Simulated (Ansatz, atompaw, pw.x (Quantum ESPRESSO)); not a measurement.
**Ir: one change to the PAW (atompaw) potential, in the atom and in the sc crystal**

| Property | Result |
| --- | --- |
| Element | Ir |
| Generator | atompaw 4.2.0.5 |
| Type | PAW |
| Functional | PBE |
| Relativity | scalar-relativistic |
| Frozen core | [Xe] 4f14 |
| Valence charge | 9 |
| Reference configuration | 5d8 6s1 6p0 |
| Partial waves | 6s (bound): rc 2.85 bohr; 6s channel at 0.45 Ry: rc 2.85 bohr; 6p (bound, empty): rc 2.85 bohr; 6p channel at 0.75 Ry: rc 2.70 bohr; 5d (bound): rc 2.40 bohr; 5d channel at 1.1 Ry: rc 2.40 bohr |
| Local potential | troulliermartins scheme with l = 3 at 1 Ry, radius 2.65 bohr |
| Core correction | smooth core density matched at 2.45 bohr |
| Augmentation charge | besselshape compensation charge, radius 2.55 bohr; PAW radius 2.85 bohr; waves and projectors: custom rrkj vanderbiltortho |

Change: wave 5d channel at 1.1 Ry: rc 2.40 bohr becomes 5d channel at 1.1 Ry: rc 2.06 bohr.

Cutoffs, loose and tight: the cutoffs (Ry, on a coarse ladder) from which the occupation-weighted sum of valence levels, in a spherical-Bessel basis at the reference potential, stays within 10 and 1 mRy of its value at 400 Ry. They see the waves and projectors alone, not the compensation charge or the core.

Crystal test: sc Ir in pw.x 7.5, no spin, 13³ k-points, Fermi–Dirac smearing 0.01 Ry, cutoffs set for each file from its atomic test. The reference is all-electron LAPW (Ansatz 0.2.0) with the same functional, mesh and smearing; V0 and B0 come from Birch–Murnaghan fits to the pressures at five volumes. Errors are pseudo minus all-electron; Δ is the rms difference of the E(V) curves that follow from these fits, minima aligned, over ±6 % about the mean V0. Mesh and smearing are coarse, so the numbers serve the comparison and aren't converged zero-temperature values; the lattice is a test structure that the element need not adopt.

All-electron: a0 = 2.573 Å (V0 = 17.04 Å³/atom), B0 = 242.7 GPa.

Task: Does the change bring the crystal closer to the all-electron result?

Result: The mean pressure error goes from -1.52 to -0.91 GPa, so the change moves the solid closer to the all-electron pressures.

| quantity | base | changed |
| --- | --- | --- |
| outcome (atom) | generated | generated |
| cutoff, loose (atom) | 18 Ry | 18 Ry |
| cutoff, tight (atom) | 30 Ry | 30 Ry |
| bound ghosts (atom) | none | none |
| cutoffs in pw.x (Ry) | 40/400 | 40/400 |
| a0 (Å) | 2.568 | 2.570 |
| a0 error (%) | -0.21 | -0.12 |
| B0 error (%) | +1.8 | +1.3 |
| Δ (meV/atom) | 5.6 | 3.4 |
| mean pressure error (GPa) | -1.52 | -0.91 |

Base: The largest radius (2.85 bohr) exceeds half the bond length (2.43 bohr), so the spheres overlap, which is one possible source of error among others. The logarithmic derivative shows an extra or strongly shifted pseudo pole above the reference energy (s near 0.82 Ry). Changed file: The largest radius (2.85 bohr) exceeds half the bond length (2.43 bohr), so the spheres overlap, which is one possible source of error among others. The logarithmic derivative shows an extra or strongly shifted pseudo pole above the reference energy (s near 0.82 Ry). The atomic cutoffs weigh occupied waves only.
